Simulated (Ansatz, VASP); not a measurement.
One calculation of Bi2Te3 (Tellurobismuthite), two programs

```
Bi Te
1.0
     2.19300    1.26613   10.16567
    -2.19300    1.26613   10.16567
     0.00000   -2.53226   10.16567
Bi Te
2 3
Direct
  0.60000 0.60000 0.60000
  0.40000 0.40000 0.40000
  0.79050 0.79050 0.79050
  0.20950 0.20950 0.20950
  0.00000 0.00000 0.00000
```

Alike in both runs: task single point; functional PBE; k mesh 7 × 7 × 7; occupations gaussian, width 0.015 eV; no spin polarisation.

|  | VASP | Ansatz |
| --- | --- | --- |
| version | VASP 6.6.1 | Ansatz 0.2.0 |
| potentials or method | VASP PAW PBE potentials, release 64 (Bi_d, Te) | Ansatz PAW |
| plane-wave cutoff (eV) | 520 | 420 |
| valence electrons in the cell | 48 | 78 |

|  | VASP | Ansatz | Ansatz less VASP |
| --- | --- | --- | --- |
| gap on the k mesh at the Fermi level (eV) | 0.28 | 0.29 | +0.011 |
| least direct gap on the mesh (eV) | 0.28 | 0.29 | +0.011 |
| pressure (GPa) | 1.9 | 1.9 | +0.02 |
| largest component of the traceless stress (GPa) | 0.13 | 0.13 | +0.002 |
| rms of the force components (eV/Å) | 0.014 | 0.020 | +0.0057 |

Atom by atom the forces differ by 0.006 eV/Å (rms over components). The two sets of potentials don't hold the same shells in valence.

Caveats: spin-orbit coupling is left out, which as a rule narrows the gap of such compounds by several tenths of an eV; an odd mesh through Γ misses points on the zone boundary, where band edges often lie (VASP); odd divisions of the mesh miss points on the zone boundary, where band edges often lie, so the gap on the mesh can be too wide (Ansatz).
